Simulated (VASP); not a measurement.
## HgSe in VASP 6.6.1, single-point calculation

INCAR

```
LWAVE = .FALSE.
ENCUT = 520
NELM = 120
GGA = PS
EDIFF = 1E-7
LCHARG = .FALSE.
NBANDS = 16
PREC = Accurate
ISMEAR = 0
SIGMA = 0.01
LASPH = .TRUE.
ISIF = 2
IBRION = -1
NSW = 0
LREAL = .FALSE.
```

KPOINTS

```
KPOINTS created by Atomic Simulation Environment
0
Gamma
4 4 4
0 0 0
```

POSCAR

```
Hg Se
 1.0000000000000000
    -0.0000000000000000    3.0926650950901058    3.0926650950901058
     3.0926650950901058    0.0000000000000000    3.0926650950901058
     3.0926650950901058    3.0926650950901058    0.0000000000000000
 Hg  Se
   1   1
Cartesian
  0.0000000000000000  0.0000000000000000 -0.0000000000000000
  1.5463325475450529  1.5463325475450529  1.5463325475450529
```

The recommended PBE PAW datasets give the neutral cell 18 valence electrons.

Command

```
mpirun -np 1 vasp_std
```

**Question.** Predict the outcome of this run.

**Answer.** It converged. Results: gap between bands v and c on the k mesh 0.00 eV; least direct gap on the k mesh 0.00 eV; pressure -0.6 GPa. Band v is the last that the valence electrons fill when counted band by band, and c is the next.

OSZICAR

```
N       E                     dE             d eps       ncg     rms          rms(c)
DAV:   1     0.110838578207E+03    0.11084E+03   -0.82747E+03   256   0.998E+02
DAV:   2    -0.115216346555E+01   -0.11199E+03   -0.10511E+03   312   0.241E+02
DAV:   3    -0.504909418944E+01   -0.38969E+01   -0.38911E+01   296   0.452E+01
DAV:   4    -0.506477279189E+01   -0.15679E-01   -0.15665E-01   328   0.296E+00
DAV:   5    -0.506486114402E+01   -0.88352E-04   -0.88352E-04   320   0.196E-01    0.701E+00
DAV:   6    -0.475727847194E+01    0.30758E+00   -0.52962E-01   368   0.101E+01    0.565E+00
DAV:   7    -0.474416700038E+01    0.13111E-01   -0.11340E-01   272   0.237E+00    0.264E+00
DAV:   8    -0.474191738344E+01    0.22496E-02   -0.13862E-02   320   0.140E+00    0.180E-01
DAV:   9    -0.474167548063E+01    0.24190E-03   -0.14773E-03   320   0.531E-01    0.582E-02
DAV:  10    -0.474167247050E+01    0.30101E-05   -0.13431E-04   264   0.130E-01    0.310E-02
DAV:  11    -0.474168311008E+01   -0.10640E-04   -0.54265E-05   312   0.815E-02    0.289E-02
DAV:  12    -0.474168022610E+01    0.28840E-05   -0.10319E-05   304   0.420E-02    0.818E-03
DAV:  13    -0.474168022702E+01   -0.92177E-09   -0.68325E-07   320   0.518E-03
   1 F= -.47416802E+01 E0= -.47415597E+01  d E =-.241035E-03
```

For comparison, a separate PBEsol run of the intended cell, on usual settings and not on those above, gives a gap of 0.00 eV on its mesh and a pressure of -1.0 GPa.
